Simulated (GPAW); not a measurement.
PbS: changing the volume of the cell

```
Pb S
1.0
     0.00000    2.96575    2.96575
     2.96575    0.00000    2.96575
     2.96575    2.96575    0.00000
Pb S
1 1
Direct
  0.00000 0.00000 0.00000
  0.50000 0.50000 0.50000
```

Kept alike: task dielectric tensor; functional PBE; k mesh 6 × 6 × 6; occupations fermi-dirac, width 0.001 eV; no spin polarisation. Program: GPAW, GPAW PAW data sets (gpaw-data 1.2.1), cutoff 500 eV. The mesh is that of the run's cell of 2 atoms. No spin-orbit coupling.

```tsv
volume of cell, f (times the cell shown)	band gap (eV)	free energy over the lowest row (meV/atom)
0.94	0.056	45.29
0.96	0.148	27.27
0.98	?	?
1	0.311	5.63
1.02	0.383	1.01
1.04	0.449	0.00
1.06	0.510	2.20
```

The cell shown is the unstrained one; x, y and z are its Cartesian axes; atoms keep their fractions. Spin-orbit coupling, left out here, moves the band edges of heavy atoms and can close or invert small gaps. A gap read on the mesh alone can miss an edge between its points.

Fit the rows shown and predict the run at 0.98 times the cell shown.

A least-squares parabola through the rows shown is band gap = -7.72619 f² + 19.2288 f - 11.1918 (largest miss 0.0006); at f = 0.98 it gives 0.232 eV. A least-squares cubic through the rows shown is free energy = -9080.62 f³ + 32279.2 f² - 37643 f + 14450 (largest miss 0.031); at f = 0.98 it gives 14.21 meV/atom. The run gave: band gap 0.232 eV; free energy over the lowest row 14.21 meV/atom.
